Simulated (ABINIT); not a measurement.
Crystal: HfB2.

```
CELL_PARAMETERS angstrom
3.14000 0.00000 0.00000
-1.57000 2.71932 0.00000
0.00000 0.00000 3.48000
ATOMIC_POSITIONS crystal
Hf 0.00000 0.00000 0.00000
B 0.66667 0.33333 0.50000
B 0.33333 0.66667 0.50000
```

Base run:

| Item | Value |
| --- | --- |
| Program | ABINIT 10.8.3 (patched build) |
| Functional | PBE |
| Potentials or basis | JTH PAW PBE v2.0 |
| Cutoff | 517 eV |
| k mesh | 10 × 10 × 8 |
| Occupations | fermi-dirac, width 0.05 eV |
| Spin | spin-orbit coupling, no magnetisation |

Its results: band gap on the k mesh none (metal or under the smearing width); pressure 1.2 GPa.

Task: The run is repeated on the same cell with these changes: functional from PBE to WC. What comes out?

Result: Band gap on the k mesh none (metal or under the smearing width); pressure -3.5 GPa.

WC binds more tightly than PBE, so the same cell stands under less pressure.

Caveats: the PAW data sets were made with another functional, which shifts forces and pressure a little (some runs).
